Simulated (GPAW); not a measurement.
## AlN: equation of state with BEEF-vdW

Crystal: AlN.

```
Al N
1.0
     0.00000    2.18399    2.18399
     2.18399    0.00000    2.18399
     2.18399    2.18399    0.00000
Al N
1 1
Direct
  0.00000 0.00000 0.00000
  0.25000 0.25000 0.25000
```

Measurements of this composition are mostly on another form, of space group No. 186.

```yaml
Program: GPAW 26.7.0
Task: equation of state
Functional: BEEF-vdW
Potentials_or_basis: GPAW PAW data sets (gpaw-data 1.2.1)
Cutoff: 800 eV
Basis: pw
k_mesh: 10 × 10 × 10
Occupations: fermi-dirac, width 0.05 eV
Spin: no spin polarisation
Maxiter: 150
Eos_scales: "[0.94, 0.96, 0.98, 1.0, 1.02, 1.04, 1.06]"
```

```
Equilibrium volume                      : 10.82 Å³/atom
Bulk modulus                            : 188 GPa
Pressure derivative of the bulk modulus : 4.0 (rough: it moves with the points fitted)
```

Energy against volume, from the lowest point:
```csv
volume (Å³/atom),energy (meV/atom)
9.792,66.99
10.001,41.09
10.209,21.92
10.417,9.12
10.626,2.01
10.834,0.00
11.042,2.62
```

Run time: 70 s on 1 thread of Intel(R) Xeon(R) Platinum 8488C (Sapphire Rapids), on a shared host, peak memory 0.27 GiB.

Caveat: the PAW data sets were made with another functional, which shifts forces and pressure a little.
